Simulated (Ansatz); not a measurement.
## Mg: distorted cells

Computed with Ansatz, DFT PBE, scalar-relativistic, plane waves, PAW.

Plane waves to 420 eV, a k mesh through Γ of 14×14×12 on the computed 1-atom cell and Gaussian smearing (0.10 eV); no spin polarisation.

Reference cell:

```yaml
crystal:
  lattice:
    - [3.05030, 0.00000, 0.00000]
    - [-1.52515, 2.64164, 0.00000]
    - [0.00000, 0.00000, 3.04484]
  atoms:
    - { symbol: Mg, position: [0.00000, 0.00000, 0.00000] }
```

Each variant moves atoms of this cell by the vectors given, if any (Å), and then applies a symmetric strain (tensor components, Cartesian axes). The reference cell isn't relaxed at this level. Energies are per atom at zero smearing, counted from the lowest variant. Pressure is positive in compression.

1. strain (xx yy zz yz xz xy, %) 6.33 2.68 5.02 0.41 0.65 -0.72
2. strain (xx yy zz yz xz xy, %) 3.91 4.61 1.26 -1.00 -0.36 0.54
3. strain (xx yy zz yz xz xy, %) 2.90 6.64 -1.23 0.14 0.08 3.24

```json
{"result": "A", "ΔE (meV/atom)": "9.3", "P (GPa)": "-1.03"}
{"result": "B", "ΔE (meV/atom)": "0.0", "P (GPa)": "-1.45"}
{"result": "C", "ΔE (meV/atom)": "8.9", "P (GPa)": "-2.09"}
```

Task: Which variant gave which result?

Result: A is 3, B is 2, C is 1. The pressure falls as the cell grows: from the smallest volume to the largest the variants are 3, 2, 1.

This form isn't the element's structure at ambient conditions.